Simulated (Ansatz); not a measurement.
Crystal: TiO2.

```
Ti O
1.0
     6.15358   -1.88347    0.00000
     6.15358    1.88347    0.00000
    -1.92833    0.00000    6.32897
Ti O
4 8
Direct
  0.90007 0.90007 0.28960
  0.19529 0.19529 0.28376
  0.09993 0.09993 0.71040
  0.80471 0.80471 0.71624
  0.36193 0.36193 0.29340
  0.26349 0.26349 0.65250
  0.86719 0.86719 0.99529
  0.73651 0.73651 0.34750
  0.94165 0.94165 0.63002
  0.13281 0.13281 0.00471
  0.63807 0.63807 0.70660
  0.05835 0.05835 0.36998
```

The cell comes from a database or a generator and needn't be the stable form of this composition.

Base run:

* Program: Ansatz 0.2.0
* Functional: revPBE
* Potentials or basis: Ansatz PAW
* Cutoff: 420 eV (not typed: the program's choice for these potentials)
* k mesh: 6 × 6 × 3
* Occupations: fermi-dirac, width 0.05 eV
* Spin: no spin polarisation

Its results: band gap on the k mesh 2.80 eV, indirect (least direct gap 2.94 eV); pressure 1.9 GPa; largest force 0.193 eV/Å.

Question: The run is repeated on the same cell with these changes: functional from revPBE to PBEsol. What comes out?

Answer: Band gap on the k mesh 2.74 eV, indirect (least direct gap 2.89 eV); pressure -6.7 GPa; largest force 0.153 eV/Å.

PBEsol binds more tightly than revPBE, so the same cell stands under less pressure.

Caveats: the PAW data sets come from PBE, with cores solved anew for the run's functional, which leaves a small shift of forces and pressure.

A k mesh can miss the band edges.
